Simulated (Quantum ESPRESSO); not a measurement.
Crystal: MnO.

```
CELL_PARAMETERS angstrom
0.00000 2.22391 2.22391
2.22391 0.00000 2.22391
2.22391 2.22391 0.00000
ATOMIC_POSITIONS crystal
Mn 0.00000 0.00000 0.00000
O 0.50000 0.50000 0.50000
```

The cell is a database's computed one.

Base run:

- Program: Quantum ESPRESSO 7.5
- Functional: PBEsol
- Potentials or basis: PseudoDojo 0.4.1 SR PBEsol standard
- Cutoff: 1306 eV
- Density cutoff: 5225 eV
- k mesh: 10 × 10 × 10
- Occupations: fermi-dirac, width 0.05 eV
- Spin: collinear spin, ferromagnetic start
- Starting moments: [4.0, 0.0] μB

Its results: band gap on the k mesh none (metal or under the smearing width); pressure -6.8 GPa; net moment 4.80 μB per cell; site moments Mn +4.07; O +0.24 μB.

**Question.** The run is repeated on the same cell with these changes: functional from PBEsol to LDA; potentials or basis from PseudoDojo 0.4.1 SR PBEsol standard to GBRV 1.5 LDA; cutoff from 1306 eV to 612 eV; density cutoff from 5225 eV to 4898 eV. What comes out?

**Answer.** Band gap on the k mesh none (metal or under the smearing width); pressure -16.6 GPa; net moment 4.60 μB per cell; site moments Mn +3.91; O +0.23 μB.

Caveats: a cell with one magnetic atom can't hold antiferromagnetic order, which such compounds often take; semilocal functionals often make such compounds metallic where correlation or magnetic order opens a gap, which also shifts bond lengths; so large a pressure means that the cell lies far from this level's equilibrium, or that cutoff or potentials fall short (some runs).

Not every run made on this cell is shown here.
